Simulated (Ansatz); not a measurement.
## How settings move the results for Hf

```
Hf
1.0
     3.19670    0.00000    0.00000
    -1.59835    2.76842    0.00000
     0.00000    0.00000    5.05780
Hf
2
Direct
  0.33333 0.66667 0.25000
  0.66667 0.33333 0.75000
```

Atom numbers follow the list: Hf1, Hf2.

The cell is COD entry 9008501, as deposited and not checked against the literature; nothing was relaxed.

No spin–orbit coupling, which matters for the heavy atoms here.

Computed with Ansatz 0.2.0, DFT, PBE, PAW with Ansatz's default frozen-core files, scalar-relativistic.

Sampling and basis: a Γ-centred 13×13×7 k mesh, Fermi–Dirac smearing of 0.05 eV, cutoff 420 eV, no spin polarisation. One setting is then changed at a time.

P includes the program's estimate of the Pulay (finite-basis) term, listed apart; without it the pressure would be far more sensitive to the cutoff.

| PAW cutoff (eV) | free energy less the base's (meV/atom) | P (GPa) | Pulay term in P (GPa) | Vzz Hf2 (10²¹ V/m²) |
| --- | --- | --- | --- | --- |
| 420 (base) | 0.0 | 0.78 | 0.05 | 9.16 |
| 200 | 5647 | 0.26 | 185.08 | 8.84 |
| 250 | 936 | 1.04 | 45.72 | 8.59 |
| 350 | 3.5 | 0.79 | 0.35 | 9.14 |
| 600 | -1.2 | 0.78 | 0.00 | 9.14 |
| 800 | -1.3 | 0.77 | 0.00 | 9.13 |
